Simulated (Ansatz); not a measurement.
Input of an Ansatz 0.2.0 run:

input.yaml

```yaml
crystal:
  lattice:
    - [2.34185, -1.7113, 0.0]
    - [2.34185, 1.7113, 0.0]
    - [-0.8500274268, 0.0, 5.0578693947]
  atoms:
    - { symbol: Cu, position: [0.5, 0.0, 0.5] }
    - { symbol: Cu, position: [0.0, 0.5, 0.0] }
    - { symbol: O, position: [0.4184, 0.5816, 0.75] }
    - { symbol: O, position: [0.5816, 0.4184, 0.25] }
hamiltonian:
  xc: pbe
  pseudopotentials: { kind: paw }
  hubbard: { sites: [{ species: Cu, l: d, u_eff: 4.5 }] }
kpoints:
  mp_grid: { grid: [10, 10, 5] }
  band_path:
    path:
      - [[0.0, 0.0, 0.0], [-0.5, -0.5, 0.0], [-0.5247847702, -0.5247847702, 0.3275098836], [-0.5, -0.5, 0.5], [-0.6335075857, -0.3664924143, 0.5]]
      - [[-0.3664924143, 0.3664924143, 0.5], [0.0, 0.0, 0.5], [-0.4752152298, -0.4752152298, 0.6724901164]]
      - [[-0.5, -0.5, 0.0], [-0.612731633, -0.387268367, 0.0]]
      - [[-0.387268367, 0.387268367, 0.0], [0.0, 0.0, 0.0], [-0.5, 0.0, 0.0]]
      - [[-0.5, 0.0, 0.5], [0.0, 0.0, 0.0]]
    npoints: 14
scf:
  occupations: { method: fermi_dirac, width: 0.05 }
  n_extra_bands: 10
output:
  forces: true
  stress: true
  eigenvalues: true
  fatbands: false
  write_density: true
  write_potential: true
  elf: true
  volumetric_format: npy
```

Potentials or basis: Ansatz PAW.

Command:

```bash
$ ansatz run input.yaml --threads 2 --pin off --max-ram 5120MiB --backend cpu --events-out ev --progress --plain --runs-dir out
```

Q: What does it give for the band gap on the k mesh?

A: None (metal or under the smearing width).

Q: What does it give for the largest force?

A: 0.150 eV/Å.

Q: What does it give for the pressure?

A: 7.9 GPa.

Forces on the atoms (eV/Å):
```
Cu   0.000  0.000  0.000
Cu   0.000  0.000  0.000
O    0.000 -0.150  0.000
O    0.000  0.150  0.000
```

Caveat: the pressure holds a Pulay correction of +0.7 GPa for the finite cutoff; the run has no spin polarisation, though such a crystal can be magnetic; U without spin polarisation on a metal has little footing.
